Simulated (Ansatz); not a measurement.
Runs of Ansatz 0.2.0 on MgB2. It takes space group P6/mmm (No. 191, hexagonal). Conventional cell: a = 3.085 Å, b = 3.085 Å, c = 3.523 Å, α = 90.00°, β = 90.00°, γ = 120.00°. Mg (site symmetry 6/mmm) has 12 B at 2.51 Å as nearest neighbours. Around B (site symmetry -6m2) lie 3 B at 1.78 Å. 

```tsv
task	level	cell	k mesh	points for each segment of the path	mesh quality	gap on the mesh (eV)	pressure (GPa)	relaxed volume (Å³/atom)
band structure	HSE06	as given	8 × 8 × 6	4	not flagged	none	-2.3	-
relaxation of cell and atoms	HSE06	relaxed	6 × 6 × 4	-	coarse	none	0.0	(a)
relaxation of cell and atoms	PBE0	relaxed	6 × 6 × 4	-	coarse	none	0.0	9.43
single point	PBE0	as given	8 × 8 × 6	-	not flagged	none	-2.4	-
```

Alike in all rows: potentials or basis Ansatz PAW; no spin polarisation; cutoff (eV) 420; smearing fermi-dirac 0.05 eV.

Question: Estimate the missing entries.

Answer: (a) 9.44.

Caveats: some runs use coarse meshes; the PAW data sets come from PBE, with cores solved anew for the run's functional, which leaves a small shift of forces and pressure; the thresholds are loose for stress (some runs); the plane-wave basis is chosen anew once the cell has moved, so the energies of steps on either side of that aren't comparable (some runs).

A gap of «none» marks a metal or a gap under the smearing width.
